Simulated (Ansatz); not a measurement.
Input and command of a calculation in Ansatz (plane waves; scalar-relativistic PAW potentials unless the input names others):

```yaml
crystal:
  lattice:
    - [-5.1634043402, -3.3740077445, 0.0]
    - [5.1634043402, -3.3740077445, 0.0]
    - [0.0, 3.3740077445, 5.6121340281]
  atoms:
    - { symbol: Si, position: [0.0066212947, 0.3275732518, 0.0841945465] }
    - { symbol: Si, position: [0.5066212947, 0.8275732518, 0.0841945465] }
    - { symbol: Si, position: [0.5775732518, 0.7566212947, 0.5841945465] }
    - { symbol: Si, position: [0.0775732518, 0.2566212947, 0.5841945465] }
    - { symbol: Si, position: [0.9224267482, 0.7433787053, 0.4158054535] }
    - { symbol: Si, position: [0.4224267482, 0.2433787053, 0.4158054535] }
    - { symbol: Si, position: [0.4933787053, 0.1724267482, 0.9158054535] }
    - { symbol: Si, position: [0.9933787053, 0.6724267482, 0.9158054535] }
    - { symbol: Ni, position: [0.4651011685, 0.473317052, 0.1884182205] }
    - { symbol: Ni, position: [0.9651011685, 0.973317052, 0.1884182205] }
    - { symbol: Ni, position: [0.223317052, 0.7151011685, 0.6884182205] }
    - { symbol: Ni, position: [0.723317052, 0.2151011685, 0.6884182205] }
    - { symbol: Ni, position: [0.276682948, 0.7848988315, 0.3115817795] }
    - { symbol: Ni, position: [0.776682948, 0.2848988315, 0.3115817795] }
    - { symbol: Ni, position: [0.0348988315, 0.026682948, 0.8115817795] }
    - { symbol: Ni, position: [0.5348988315, 0.526682948, 0.8115817795] }
basis:
  ecutwfc: 420
kpoints:
  mp_grid: { grid: [8, 8, 8] }
hamiltonian:
  xc: pbe
scf:
  occupations: { method: gaussian, width: 0.1 }
  mixing: { algorithm: anderson, beta: 1.5, ndim: 1, preconditioner: none }
  max_iter: 60
output:
  forces: true
  eigenvalues: true
  stress: true
```

```bash
ansatz run input.yaml --threads 2 --pin off --max-ram 5120MiB --backend cpu --events-out ev --progress --plain --runs-dir out
```

**Question.** What is wrong with this input?

**Answer.** The program refuses it, because of mixing far too strong (scf.mixing: not typed → {"algorithm": "anderson", "beta": 1.5, "ndim": 1, "preconditioner": "none"}). Without that key it is accepted.

Abridged log:
```
Error: invalid value for `scf.mixing.beta`: must be finite and in (0, 1]; got 1.5
```